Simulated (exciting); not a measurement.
**SrO under changes of volume**

One of the cells (17.239 Å³/atom); the others are scaled copies at fixed shape and fractional positions:

```
Sr O
1.0
     0.00000    2.58330    2.58330
     2.58330    0.00000    2.58330
     2.58330    2.58330    0.00000
Sr O
1 1
Direct
  0.50000 0.50000 0.50000
  0.00000 0.00000 0.00000
```

- Program: exciting (release sodium)
- Functional: PBE
- Potentials or basis: all-electron LAPW+lo, shipped species files, valence relativity iora*
- rgkmax: 7.5
- k mesh: 9 × 9 × 9
- Occupations: fermi-dirac, width 0.05 eV
- Spin: no spin polarisation

```csv
volume (Å³/atom),energy over the lowest point (meV/atom),gap on the mesh (eV)
16.225,?,?
16.563,15.54,3.37
16.901,6.37,3.38
17.239,1.30,3.39
17.577,0.00,3.39
17.915,2.31,3.40
```

Task: What does the run at 16.225 Å³/atom give?

Result: Energy over the lowest point 29.39 meV/atom; gap on the mesh 3.36 eV.

Worked out: A Birch-Murnaghan fit of order 3 (a polynomial in V^(-2/3)) to the other rows has its minimum at 17.53 Å³/atom with B0 = V·E''(V) = 89 GPa (rough, since the energies scatter). It gives 29.03 meV/atom at 16.225 Å³/atom, against the run's 29.39. A straight line through the other rows of the gap, of slope 0.357 eV per unit of ln V, extrapolates to 3.36 eV, against the run's 3.36.

Energies are extrapolated to zero smearing.

Caveats: an odd mesh through Γ misses points on the zone boundary, where band edges often lie. Spin-orbit coupling on Sr is left out.
